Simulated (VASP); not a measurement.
Li: single point with PBE

The system is Li, a sheet with vacuum.

```
Li
1.0
     3.06342    0.00000    0.00000
    -1.53171    2.65300    0.00000
     0.00000    0.00000   23.80000
Li
1
Direct
  0.00000 0.00000 0.29412
```

The cell was built by a generator and needn't be a form met in nature.

- Program: VASP 6.6.1
- Task: single point
- Functional: PBE
- Potentials or basis: VASP PAW PBE potentials, release 64 (Li_sv)
- Cutoff: 520 eV
- k mesh: 24 × 24 × 1
- Occupations: gaussian, width 0.1 eV
- Spin: no spin polarisation

| Item | Value |
| --- | --- |
| Band gap on the k mesh | none (metal or under the smearing width) |

Levels at points of the mesh, in eV from the Fermi level:
| k point | band 1 | band 2 | band 3 | band 4 | band 5 |
| --- | --- | --- | --- | --- | --- |
| (0.00, 0.00, 0.00) | -47.21 | -2.10 | 0.37 | 2.93 | 3.40 |
| (0.50, 0.00, 0.00) | -47.19 | 0.90 | 3.74 | 5.17 | 6.17 |

Wall time 100 s on 1 thread of Intel(R) Xeon(R) Platinum 8488C (Sapphire Rapids), with other jobs on the host, peak memory 0.34 GiB.
